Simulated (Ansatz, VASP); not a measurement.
## Hf: VASP beside Ansatz

The input run.py:

```python
from ase.calculators.vasp import Vasp
from ase.dft.bandgap import bandgap
from ase.io import read

atoms = read('Hf.cif')
calc = Vasp(
    directory='calc',
    xc='rpbe',
    pp='PBE',
    setups='minimal',
    prec='Accurate',
    encut=500,
    ediff=1e-06,
    ismear=0,
    sigma=0.02,
    lreal=False,
    lasph=True,
    nelm=60,
    algo='Normal',
    isif=2,
    lwave=False,
    lcharg=False,
    kpts=[10, 10, 10],
    gamma=True,
    nbands=8,
)
atoms.calc = calc

print('energy (eV):', atoms.get_potential_energy())
print('free energy (eV):', atoms.get_potential_energy(force_consistent=True))
print('forces (eV/A):')
print(atoms.get_forces())
print('stress (eV/A^3, Voigt):', atoms.get_stress())
print('Fermi level (eV):', calc.get_fermi_level())
gap, top, bottom = bandgap(calc)
print('band gap (eV):', gap, 'from (spin, k, band)', top, 'to', bottom)
```

File Hf.cif:

```cif
data_Hf
_cell_length_a 3.12635171
_cell_length_b 3.12635171
_cell_length_c 3.12635171
_cell_angle_alpha 109.47122063
_cell_angle_beta 109.47122063
_cell_angle_gamma 109.47122063
_space_group_name_H-M_alt 'P1'
_space_group_name_Hall 'P 1'
_space_group_IT_number 1
loop_
_space_group_symop_operation_xyz
'x,y,z'
loop_
_atom_site_label
_atom_site_type_symbol
_atom_site_symmetry_multiplicity
_atom_site_Wyckoff_symbol
_atom_site_fract_x
_atom_site_fract_y
_atom_site_fract_z
_atom_site_occupancy
Hf1 Hf 1 a 0.0000000000 0.0000000000 0.0000000000 1
```

Contents of input.yaml:

```yaml
crystal:
  lattice:
    - [-1.805, 1.805, 1.805]
    - [1.805, -1.805, 1.805]
    - [1.805, 1.805, -1.805]
  atoms:
    - { symbol: Hf, position: [0.0, 0.0, 0.0] }
hamiltonian:
  xc: rpbe
  pseudopotentials: { kind: paw }
kpoints:
  mp_grid: { grid: [10, 10, 10] }
scf:
  occupations: { method: gaussian, width: 0.02 }
output:
  forces: true
  stress: true
  eigenvalues: true
  write_density: true
  write_potential: true
  elf: true
  volumetric_format: npy
```

This isn't the form of Hf at room conditions, which is hcp.

Alike in both runs: task single point; functional RPBE; k mesh 10 × 10 × 10; occupations gaussian, width 0.02 eV; no spin polarisation.

```csv
,VASP,Ansatz
version,VASP 6.6.1,Ansatz 0.2.0
potentials or method,"VASP PAW PBE potentials, release 64 (Hf)",Ansatz PAW
plane-wave cutoff (eV),500,420
valence electrons in the cell,4,26
```

```tsv
	VASP	Ansatz	Ansatz less VASP
gap on the k mesh at the Fermi level (eV)	none	none	-
pressure (GPa)	-3.9	-2.4	+1.49
```

A gap of «none» marks a metal or a gap that the smearing closes. The two sets of potentials don't hold the same shells in valence.

Caveats: the PAW data sets were made with another functional, which shifts forces and pressure a little (VASP); the PAW data sets come from PBE, with cores solved anew for the run's functional, which leaves a small shift of forces and pressure (Ansatz). The runs have no spin-orbit coupling, so splittings on Hf are missing.
